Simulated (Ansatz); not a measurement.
TaN: a vibration from a frozen displacement

These are results of Ansatz 0.2.0, DFT PBE, scalar-relativistic, plane waves, PAW, not measurements. The runs took a 420 eV cutoff, a Γ-centred 14×14×14 mesh and Gaussian smearing (0.15 eV). Spin–orbit coupling is left out, which matters for the heavy elements here. No spin polarisation. Energies are free energies at this smearing, counted from the undisturbed cell; pressure is positive in compression.

Zero of the scan (relaxed at this level; this rock-salt form isn't the usual structure):

```xyz
8
Lattice="4.4173 0.0000 0.0000 0.0000 -4.4173 0.0000 0.0000 0.0000 -4.4173" Properties=species:S:1:pos:R:3 pbc="T T T"
Ta    2.2086    0.0000    0.0000
Ta    0.0000   -2.2086    0.0000
Ta    0.0000    0.0000   -2.2086
Ta    2.2086   -2.2086   -2.2086
N     0.0000    0.0000    0.0000
N     2.2086   -2.2086    0.0000
N     2.2086    0.0000   -2.2086
N     0.0000   -2.2086   -2.2086
```

Atom 5 (N) is moved by x along the Cartesian unit vector (-1.000, 0.000, 0.000); the cell and all other atoms stay fixed. The cell's volume is 86.19 Å³; the moved atoms weigh 14.007 u together and the others 765.813 u. Some rows repeat others by symmetry and weren't run.

```csv
x (Å),ΔE (meV/cell),total force on the moved atoms along the move (eV/Å),pressure (GPa)
-0.4500,1355.23,9.1054,9.5480
-0.3938,913.99,6.6868,7.0072
-0.3375,593.68,4.7718,4.9562
-0.2250,214.77,2.2174,2.0697
-0.1125,48.35,0.8849,0.4759
0.0000,0.00,0.0000,-0.0320
0.1125,48.35,-0.8849,0.4759
0.2250,214.77,-2.2174,2.0697
0.3375,593.68,-4.7718,4.9562
0.3938,913.99,-6.6868,7.0072
0.4500,1355.23,-9.1054,9.5480
```

Problem. What frequency belongs to this motion?

Solution. The force constant is k = −dF/dx = 7.866 eV/Å², from the parabola through x = -0.1125, 0 and 0.1125. In every cell the moved atoms swing against the rest, so the mass is μ = m₁m₂/(m₁ + m₂) = 13.755 u, and ν̃ = 521.5 cm⁻¹ × √(|k|/μ) = 394 cm⁻¹. Steps this long are already anharmonic: the energies of the same points give k = 7.641 eV/Å², so the harmonic k is uncertain by that gap or more. The pattern needn't be a normal mode: ν̃² is then a weighted mean of the squared nonzero frequencies at the zone centre of this cell, so it lies between the lowest and the highest of them.

Problem. How far does the harmonic law reach?

Solution. At x = -0.450 Å, kx²/2 = 796.41 meV against the computed 1355.23 meV (+70.2 %): the well stiffens in this direction at large amplitude.

Problem. The pressure changes with x². What does that say about the frequency under compression?

Solution. With E = k(V)x²/2, k ∝ V^(−2γ) and x scaling with the cell as V^(1/3), P − P0 = −∂E/∂V = (2γ − 2/3) ΔE/V. At x = 0.2250 Å, V(P − P0) = 86.19 × 2.10167 / 160.2 eV = 1130.62 meV and ΔE = 214.77 meV, so γ = 1/3 + V(P − P0)/(2ΔE) = 2.97. This is the Grüneisen parameter of the motion under uniform scaling of the cell: shrinking the cell evenly by 1 % in volume raises the frequency by about 2.97 %.

In a metal these slopes depend on the k mesh and the smearing.